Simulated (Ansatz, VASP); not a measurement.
## GaSb: VASP beside Ansatz

Aim: how closely do two programs agree when they are given the same cell, functional and k mesh?

Main program and level: Ansatz 0.2.0; plane waves, with VASP 6.6.1 beside it; single point at HSE06.

The database entry behind the starting cell differs from later determinations by our own check (about 0.4 % long), so it need not match the best structure at ambient conditions.

## (1) The starting structure

Symmetry: F-43m, No. 216, cubic system. Conventional cell: a = 6.118 Å, b = 6.118 Å, c = 6.118 Å, α = 90.00°, β = 90.00°, γ = 90.00°. Nearest to Ga lie 4 Sb at 2.65 Å. Nearest to Sb lie 4 Ga at 2.65 Å. Farther neighbours are not listed.

Structure file:

```xyz
2
Lattice="0.0000 3.0590 3.0590 3.0590 0.0000 3.0590 3.0590 3.0590 0.0000" Properties=species:S:1:pos:R:3 pbc="T T T"
Ga    0.0000    0.0000    0.0000
Sb    1.5295    1.5295    1.5295
```

## (2) VASP: single point, HSE06

With cell and atoms fixed, the geometry can't cause a difference; cores, projectors, grids and the points listed under the comparison can.

Lines of VASP's logs that name or quote its potential files are left out, and so is its time.

The run reads the wave functions of an earlier VASP run, which isn't shown here.

Input file INCAR:

```
SYSTEM = GaSb
PREC = Accurate
ENCUT = 430
EDIFF = 1E-08
NELM = 100
ISMEAR = 0
SIGMA = 0.01
LREAL = .FALSE.
ALGO = Normal
LHFCALC = .TRUE.
AEXX = 0.25
GGA = PE
HFSCREEN = 0.2
LASPH = .TRUE.
NBANDS = 20
PRECFOCK = Fast
LORBIT = 11
LWAVE = .TRUE.
LCHARG = .FALSE.
KPAR = 8
```

Input file POSCAR:

```
GaSb
1.0
    0.0000000000      3.0590000000      3.0590000000
    3.0590000000      0.0000000000      3.0590000000
    3.0590000000      3.0590000000      0.0000000000
Ga Sb
1 1
Direct
    0.0000000000      0.0000000000      0.0000000000
    0.2500000000      0.2500000000      0.2500000000
```

Input file KPOINTS:

```
Automatic mesh
0
Gamma
6 6 6
0 0 0
```

The projector-augmented-wave data sets are Ga_d_GW and Sb_d_GW (PBE family, release 64).

Launch:

```console
mpirun -np 8 vasp_std
```

Numbers of over 12 decimals in the logs are rounded to 6 here.

Log:

```text
[banner, memory and clock lines left out]
running    8 mpi-ranks, on    1 nodes
 distrk:  each k-point on    1 cores,    8 groups
 distr:  one band on    1 cores,    1 groups

 POSCAR found type information on POSCAR GaSb
 POSCAR found :  2 types and       2 ions
|                                                                             |
|           W    W    AA    RRRRR   N    N  II  N    N   GGGG   !!!           |
|           W    W   A  A   R    R  NN   N  II  NN   N  G    G  !!!           |
|           W    W  A    A  R    R  N N  N  II  N N  N  G       !!!           |
|           W WW W  AAAAAA  RRRRR   N  N N  II  N  N N  G  GGG   !            |
|           WW  WW  A    A  R   R   N   NN  II  N   NN  G    G                |
|           W    W  A    A  R    R  N    N  II  N    N   GGGG   !!!           |
|                                                                             |
|     For optimal performance we recommend to set                             |
|       NCORE = 2 up to number-of-cores-per-socket                            |
|     NCORE specifies how many cores store one orbital (NPAR=cpu/NCORE).      |
|     This setting can greatly improve the performance of VASP for DFT.       |
|     The default, NCORE=1 might be grossly inefficient on modern             |
|     multi-core architectures or massively parallel machines. Do your        |
|     Unfortunately you need to use the default for GW and RPA                |
|     calculations (for HF NCORE is supported but not extensively tested      |
|     yet).                                                                   |
|                                                                             |

 LDA part: xc-table for (Slater+PW92), standard interpolation
 found WAVECAR, reading the header
 POSCAR, INCAR and KPOINTS ok, starting setup
 FFT: planning ... GRIDC
 FFT: planning ... GRID_SOFT
 FFT: planning ... GRID
 reading WAVECAR
 the WAVECAR file was read successfully
 initial charge from wavefunction
 entering main loop
       N       E                     dE             d eps       ncg     rms          rms(c)
DAV:   1    -0.874814477230E+01   -0.87481E+01   -0.77410E-01  1016   0.255E+01    0.651E-01
DAV:   2    -0.873980055732E+01    0.83442E-02   -0.73826E-02   968   0.518E+00    0.313E-01
DAV:   3    -0.873931254417E+01    0.48801E-03   -0.80066E-03   808   0.218E+00    0.176E-01
DAV:   4    -0.873925862884E+01    0.53915E-04   -0.11550E-03  1216   0.572E-01    0.116E-01
DAV:   5    -0.873924660913E+01    0.12020E-04   -0.12344E-04  1144   0.107E-01    0.720E-02
DAV:   6    -0.873924394906E+01    0.26601E-05   -0.19322E-05  1104   0.927E-02    0.449E-02
DAV:   7    -0.873924167540E+01    0.22737E-05   -0.27340E-06  1144   0.540E-02    0.279E-02
DAV:   8    -0.873924111843E+01    0.55697E-06   -0.71399E-07  1184   0.209E-02    0.172E-02
DAV:   9    -0.873924070349E+01    0.41495E-06   -0.23524E-07  1088   0.642E-03    0.106E-02
DAV:  10    -0.873924054435E+01    0.15914E-06   -0.68878E-08   824   0.407E-03    0.640E-03
DAV:  11    -0.873924056072E+01   -0.16371E-07   -0.46878E-08   868   0.242E-03    0.399E-03
DAV:  12    -0.873924054791E+01    0.12811E-07   -0.65443E-09   520   0.212E-03    0.242E-03
DAV:  13    -0.873924057161E+01   -0.23701E-07   -0.15906E-08   688   0.178E-03    0.148E-03
DAV:  14    -0.873924060499E+01   -0.33384E-07   -0.25170E-09   460   0.222E-03    0.900E-04
DAV:  15    -0.873924061367E+01   -0.86766E-08   -0.22584E-09   452   0.116E-03
   1 F= -.87392406E+01 E0= -.87392406E+01  d E =-.951749E-14
 writing wavefunctions
```

OUTCAR, selected parts (step 2):

```text
ion  position               nearest neighbor table
   1  0.000  0.000  0.000-   2 2.65   2 2.65   2 2.65   2 2.65
   2  0.250  0.250  0.250-   1 2.65   1 2.65   1 2.65   1 2.65

  LATTYP: Found a face centered cubic cell.
 ALAT       =     6.1180000000

 Subroutine GETGRP returns: Found 24 space group operations
 (whereof 24 operations were pure point group operations)

The static configuration has the point symmetry T_d .

 Found     16 irreducible k-points:

   k-points           NKPTS =     16   k-points in BZ     NKDIM =    216   number of bands    NBANDS=     20

   dimension x,y,z NGX =    30 NGY =   30 NGZ =   30
   dimension x,y,z NGXF=    60 NGYF=   60 NGZF=   60

   ENCUT  =  430.0 eV  31.60 Ry    5.62 a.u.   7.31  7.31  7.31*2*pi/ulx,y,z

   NELECT =      28.0000    total number of electrons

 k-points in reciprocal lattice and weights: Automatic mesh
   0.00000000  0.00000000  0.00000000       0.005
   0.16666667  0.00000000  0.00000000       0.037
   0.33333333  0.00000000  0.00000000       0.037
   0.50000000  0.00000000  0.00000000       0.019
   0.16666667  0.16666667  0.00000000       0.028
   0.33333333  0.16666667  0.00000000       0.111
   0.50000000  0.16666667  0.00000000       0.111
  -0.33333333  0.16666667  0.00000000       0.111
  -0.16666667  0.16666667  0.00000000       0.056
[...]
-0.33333333  0.33333333  0.16666667       0.111
  -0.33333333  0.50000000  0.16666667       0.056

  exchange ACFDT corr.  =         0.00000000  see jH, gK, PRB 81, 115126

 average (electrostatic) potential at core
       1 -58.9001       2 -75.9025

 E-fermi :   3.4933

 k-point     1 :       0.0000    0.0000    0.0000
  band No.  band energies     occupation
    ...
     10     -14.1928      2.00000
     11      -9.1738      2.00000
     12       3.4455      2.00000
     13       3.4456      2.00000
     14       3.4456      2.00000
     15       4.2805      0.00000
     16       6.8987      0.00000
     17       6.8987      0.00000
     18       6.8987      0.00000
     19      10.0427      0.00000
    ...

 k-point     2 :       0.1667    0.0000    0.0000
  band No.  band energies     occupation
    ...
     10     -14.1933      2.00000
     11      -8.8621      2.00000
     12       0.6723      2.00000
     13       3.0222      2.00000
     14       3.0222      2.00000
     15       5.1464      0.00000
     16       7.4763      0.00000
     17       7.4763      0.00000
     18       8.1579      0.00000
     19      11.3493      0.00000
    ...

 k-point     3 :       0.3333    0.0000    0.0000
  band No.  band energies     occupation
    ...
     10     -14.1938      2.00000
     11      -8.0264      2.00000
     12      -2.1383      2.00000
     13       2.4291      2.00000
     14       2.4291      2.00000
     15       4.6884      0.00000
     16       7.9427      0.00000
     17       7.9428      0.00000
     18      10.7938      0.00000
     19      11.3369      0.00000
    ...

  energy-cutoff  :      430.00
  volume of cell :       57.25
      direct lattice vectors                 reciprocal lattice vectors
     0.000000000  3.059000000  3.059000000    -0.163452109  0.163452109  0.163452109
     3.059000000  0.000000000  3.059000000     0.163452109 -0.163452109  0.163452109
     3.059000000  3.059000000  0.000000000     0.163452109  0.163452109 -0.163452109

 POSITION                                       TOTAL-FORCE (eV/Angst)
 -----------------------------------------------------------------------------------
      0.00000      0.00000      0.00000         0.000000      0.000000      0.000000
      1.52950      1.52950      1.52950        -0.000000     -0.000000     -0.000000
 -----------------------------------------------------------------------------------
    total drift:                                0.000029      0.000025      0.000026

  FREE ENERGIE OF THE ION-ELECTRON SYSTEM (eV)
  ---------------------------------------------------
  free  energy   TOTEN  =        -8.7392406137 eV

  energy  without entropy=       -8.7392406137  energy(sigma->0) =       -8.73924061

 total charge
# of ion       s       p       d       f       tot
--------------------------------------------------
    1        0.847   0.769   9.939   0.000  11.556
    2        1.271   1.629   9.990   0.007  12.898
--------------------------------------------------
tot          2.118   2.398  19.929   0.007  24.453

[... 3 further parts left out ...]
```

The PAW data sets were made with PBE, which is usual practice but a small mismatch for other functionals.

[end of part 1 of 2]

[Lines on the potential files, build, host, timing and source positions are cut from VASP's logs without a mark.]

[Logs are printed without paths, hosts, clocks, repeated set-up lines and the standing remarks that a program may print on its own settings, such as how far it seeks lower states.]

[Hosts, paths, dates, database ids (printed as entryN), source tags and the programs' standing remarks are cut or masked in the printed files.]
